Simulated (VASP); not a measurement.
SnSe2, 3 atoms in the cell. The structure is trigonal, space group P-3m1 (No. 164). Conventional cell: a = 3.825 Å, b = 3.825 Å, c = 6.227 Å, α = 90.00°, β = 90.00°, γ = 120.00°. Sn (site symmetry -3m) is surrounded by 6 Se at 2.71 Å. Se (site symmetry 3m) has 3 Sn at 2.71 Å as nearest neighbours. 

```yaml
Program: VASP 6.6.1
Task: single point
Functional: LDA
Potentials_or_basis: VASP PAW LDA potentials, release 64 (Sn_d, Se)
Cutoff: 520 eV
k_mesh: 12 × 12 × 4
Occupations: gaussian, width 0.01 eV
Spin: no spin polarisation
Dipole_correction: no
Further_INCAR_settings: ALGO = Fast; EDIFF = 1e-06; NBANDS = 20
```

Potentials or basis: VASP PAW LDA potentials, release 64 (Sn_d, Se).

Run with:

```sh
$ cat potpaw_LDA.64/Sn_d/POTCAR potpaw_LDA.64/Se/POTCAR > POTCAR
$ mpirun -np 1 vasp_std > vasp.out
```

Hardware: 1 thread of Intel(R) Xeon(R) 6975P-C (Granite Rapids) (shared host).

Estimate the wall time of this run.

Run time: 40 s on 1 thread of Intel(R) Xeon(R) 6975P-C (Granite Rapids), on a shared host, peak memory 0.23 GiB. Counts: scf iterations 13, k points 69.
